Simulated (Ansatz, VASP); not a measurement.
# Cross-check of Mg19Zn13O32 (Zn0.4Mg0.6O, cubic rock salt) between VASP and Ansatz, part 2 of 2

Aim: how closely do two programs agree when they are given the same cell, functional and k mesh? The cell is invented: As first built, before any earlier steps moved the atoms (in the runner's words): 2x2x2 conventional cells of the MgO type (64 atoms: 32 O, 19 Mg, 13 Zn); Mg/Zn share their sites, the best of 600 random draws by like-pair counts in two shells; start lattice by linear mixing of the end members' cells; atoms moved at random by 0.02 A. It may not be a known or stable phase. The structure shown is the end of the Ansatz relaxation below.

VASP 6.6.1 and Ansatz 0.2.0.

So far: The structure; Ansatz: relaxation, PBE.

## (3) VASP: single point, PBE

Level of this step: PBE; plane waves and PAW (O, Mg, Zn); invented cell (VASP).

The same cell, functional and mesh now go to VASP, with its own data sets.

Lines of VASP's logs that name or quote its potential files are left out, and so is its time.

The input, INCAR:

```
SYSTEM = Mg19Zn13O32
PREC = Accurate
ENCUT = 520
EDIFF = 1E-06
NELM = 120
ISMEAR = 0
SIGMA = 0.01
LREAL = Auto
ALGO = Normal
GGA = PE
NBANDS = 240
LORBIT = 11
LWAVE = .FALSE.
LCHARG = .FALSE.
ISIF = 2
LASPH = .TRUE.
GGA_COMPAT = .FALSE.
EFERMI = MIDGAP
KPAR = 8
```

The input, POSCAR:

```
Mg19Zn13O32
1.0
    8.5697050000     -0.0014070000     -0.0023040000
   -0.0014070000      8.5739700000     -0.0011280000
   -0.0023040000     -0.0011280000      8.5741950000
O Mg Zn
32 19 13
Direct
    0.2529800000      0.0027600000      0.0029900000
    0.2528300000      0.2501700000      0.2464000000
    0.0006100000      0.9993200000      0.2535000000
    0.9997500000      0.2491200000      0.9992000000
    0.2505200000      0.0002100000      0.4967300000
    0.2526700000      0.2532000000      0.7529200000
    0.0008500000      0.9970000000      0.7467800000
    0.9978300000      0.2468700000      0.5005900000
    0.2530500000      0.4965300000      0.0000100000
    0.2527100000      0.7493700000      0.2492500000
    0.0005000000      0.5005100000      0.2505700000
    0.9976800000      0.7507100000      0.9969800000
    0.2531500000      0.4995100000      0.4996300000
    0.2477900000      0.7467500000      0.7506100000
    0.0006900000      0.5034300000      0.7492500000
    0.9998900000      0.7531700000      0.5029800000
    0.7473300000      0.0001700000      0.0031000000
    0.7475400000      0.2502700000      0.2493400000
    0.4998800000      0.9993800000      0.2504800000
    0.5006000000      0.2492400000      0.9995000000
    0.7505000000      0.0031500000      0.4967400000
    0.7477900000      0.2533900000      0.7503700000
    0.4999600000      0.0020200000      0.7493600000
    0.5037800000      0.2491800000      0.5001600000
    0.7472800000      0.4995800000      0.0000200000
    0.7477300000      0.7494900000      0.2464600000
    0.4998300000      0.5000800000      0.2503400000
    0.5036400000      0.7500800000      0.0024200000
    0.7474000000      0.4967300000      0.4996900000
    0.7535800000      0.7467200000      0.7531200000
    0.4999500000      0.4970600000      0.7494300000
    0.5010500000      0.7502700000      0.4976700000
    0.2497500000      0.9995500000      0.2497000000
    0.2493400000      0.2495800000      0.9995800000
    0.0008500000      0.0000400000      0.5003900000
    0.2492500000      0.4999000000      0.2499600000
    0.0008100000      0.7505200000      0.7499400000
    0.2497900000      0.4999500000      0.7496200000
    0.5000200000      0.9994800000      0.9994800000
    0.5001800000      0.2496500000      0.2497700000
    0.7506400000      0.9996800000      0.2500000000
    0.7508000000      0.2496400000      0.9996200000
    0.5003000000      0.9993100000      0.5003700000
    0.5001100000      0.2496700000      0.7498700000
    0.7508700000      0.2498700000      0.5001000000
    0.5001100000      0.4996800000      0.9998900000
    0.5002400000      0.7497800000      0.2499600000
    0.7509500000      0.5000700000      0.2500400000
    0.7508100000      0.7501400000      0.9996800000
    0.5003000000      0.5000900000      0.4999300000
    0.7507800000      0.5001400000      0.7496200000
    0.0001500000      0.9996300000      0.9999900000
    0.0000100000      0.2495100000      0.2501900000
    0.0003400000      0.2501200000      0.7495500000
    0.2504500000      0.0001000000      0.7500900000
    0.2515600000      0.2498200000      0.4994400000
    0.9999300000      0.5001700000      0.9994300000
    0.9999800000      0.7503000000      0.2500500000
    0.2508600000      0.7493800000      0.0000800000
    0.0001300000      0.5000600000      0.5003400000
    0.2504500000      0.7499500000      0.4998200000
    0.7503200000      0.0001700000      0.7497800000
    0.5008100000      0.7487200000      0.7504300000
    0.7504800000      0.7501100000      0.4997300000
```

The input, KPOINTS:

```
Automatic mesh
0
Gamma
3 3 3
0 0 0
```

The projector-augmented-wave data sets are O, Mg and Zn (PBE family, release 64).

The run is started by

```sh
> mpirun -np 8 vasp_std
```

Numbers of over 12 decimals in the logs are rounded to 6 here.

Log:

```text
[banner, memory and clock lines left out]
running    8 mpi-ranks, on    1 nodes
[...]
|                                                                             |
|           W    W    AA    RRRRR   N    N  II  N    N   GGGG   !!!           |
|           W    W   A  A   R    R  NN   N  II  NN   N  G    G  !!!           |
|           W    W  A    A  R    R  N N  N  II  N N  N  G       !!!           |
|           W WW W  AAAAAA  RRRRR   N  N N  II  N  N N  G  GGG   !            |
|           WW  WW  A    A  R   R   N   NN  II  N   NN  G    G                |
|           W    W  A    A  R    R  N    N  II  N    N   GGGG   !!!           |
|                                                                             |
|     For optimal performance we recommend to set                             |
|       NCORE = 2 up to number-of-cores-per-socket                            |
|     NCORE specifies how many cores store one orbital (NPAR=cpu/NCORE).      |
|     This setting can greatly improve the performance of VASP for DFT.       |
|     The default, NCORE=1 might be grossly inefficient on modern             |
|     multi-core architectures or massively parallel machines. Do your        |
|     Unfortunately you need to use the default for GW and RPA                |
|     calculations (for HF NCORE is supported but not extensively tested      |
|     yet).                                                                   |
|                                                                             |

 LDA part: xc-table for (Slater+PW92), standard interpolation
 POSCAR, INCAR and KPOINTS ok, starting setup
[...]
entering main loop
       N       E                     dE             d eps       ncg     rms          rms(c)
DAV:   1     0.503934605731E+04    0.50393E+04   -0.16561E+05  6720   0.196E+03
DAV:   2     0.764671029646E+03   -0.42747E+04   -0.40201E+04  6808   0.534E+02
DAV:   3    -0.295492003250E+03   -0.10602E+04   -0.10231E+04  7240   0.238E+02
DAV:   4    -0.388867407207E+03   -0.93375E+02   -0.92250E+02  7944   0.793E+01
[...]
DAV:  16    -0.338790076993E+03   -0.13323E-04   -0.39791E-04  7944   0.792E-02    0.302E-02
DAV:  17    -0.338790075087E+03    0.19053E-05   -0.90938E-05  8968   0.414E-02    0.953E-03
DAV:  18    -0.338790075585E+03   -0.49778E-06   -0.46881E-06  6392   0.176E-02
   1 F= -.33879008E+03 E0= -.33879008E+03  d E =0.000000E+00
```

From OUTCAR (step 3):

```text
  Total       -0.3882529     -0.2818510     -0.2603578     -0.0086943     -0.0100387     -0.0071059
  in kB       -0.9873796     -0.7167852     -0.6621251     -0.0221108     -0.0255298     -0.0180712
  external PRESSURE =      -0.7887633 kB  Pullay stress =       0.0000000 kB

 POSITION                                       TOTAL-FORCE (eV/Angst)
 -----------------------------------------------------------------------------------
      2.16795      0.02330      0.02505         0.039672      0.039451      0.041374
      2.16576      2.14432      2.11182         0.038374      0.001091     -0.040525
      0.00324      8.56785      2.17243        -0.001410      0.002600      0.038392
      8.56491      2.13341      8.56475        -0.001122      0.007915      0.006351
      2.14574      0.00089      4.25848        -0.000407     -0.001369     -0.038761
      2.16322      2.16972      6.45482         0.040120      0.041684      0.041252
      0.00416      8.54740      6.40191        -0.000609     -0.040690     -0.039987
      8.54961      2.11469      4.28958        -0.039111     -0.039656     -0.002766
      2.16787      4.25688     -0.00106         0.037648     -0.040945      0.002338
      2.16402      6.42444      2.13569         0.035701     -0.000503      0.001620
      0.00300      4.29107      2.14787        -0.003386     -0.005574     -0.006024
      8.54647      6.43404      8.54516        -0.041308     -0.002754     -0.040603
      2.16757      4.28186      4.28278         0.039399      0.001958      0.001361
      2.12071      6.40142      6.43446        -0.040251     -0.039097     -0.001751
[...]
-----------------------------------------------------------------------------------
    total drift:                                0.016726     -0.003067     -0.007105

  FREE ENERGIE OF THE ION-ELECTRON SYSTEM (eV)
  ---------------------------------------------------
  free  energy   TOTEN  =      -338.7900755851 eV

  energy  without entropy=     -338.7900755851  energy(sigma->0) =     -338.79007559

[... 1 further part left out ...]
```

The run ends at a pressure of -0.08 GPa, with forces up to 0.073 eV/Å.

## (4) Differences

Known differences besides the potentials themselves: fixed occupations in Ansatz, narrow Gaussian smearing in VASP; the data sets hold 538 valence electrons in Ansatz (on its default PAW (the set named soft_2) files) and 386 in VASP; the cutoff is 420 eV in Ansatz and 520 eV in VASP (PREC = Accurate, projectors in real space). Total energies have different zeros and are not compared.

Both answers:

| quantity | Ansatz | VASP | difference |
| --- | --- | --- | --- |
| gap on the k mesh (eV) | 2.329 | 2.302 | +0.027 |

A gap on the mesh is an upper bound, since the band edges may lie between its points.

## (5) Summary of results

```json
{"difference in gap on the k mesh (single point, PBE)": "0.027 eV"}
```

In words: The difference in gap on the k mesh is 0.027 eV (single point, PBE), within the 0.08 eV picked in this series as the mark of a large difference. The data sets hold unlike numbers of valence electrons (538 in Ansatz and 386 in VASP), so part of the differences comes from the potentials. Such differences can come from data sets, numerical settings and the points named under the comparisons, not from the functional's error against experiment.

[Lines on the potential files, build, host, timing and source positions are cut from VASP's logs without a mark.]

[Logs are printed without paths, hosts, clocks, repeated set-up lines and the standing remarks that a program may print on its own settings, such as how far it seeks lower states.]

[Hosts, paths, dates, database ids (printed as entryN), source tags and the programs' standing remarks are cut or masked in the printed files.]
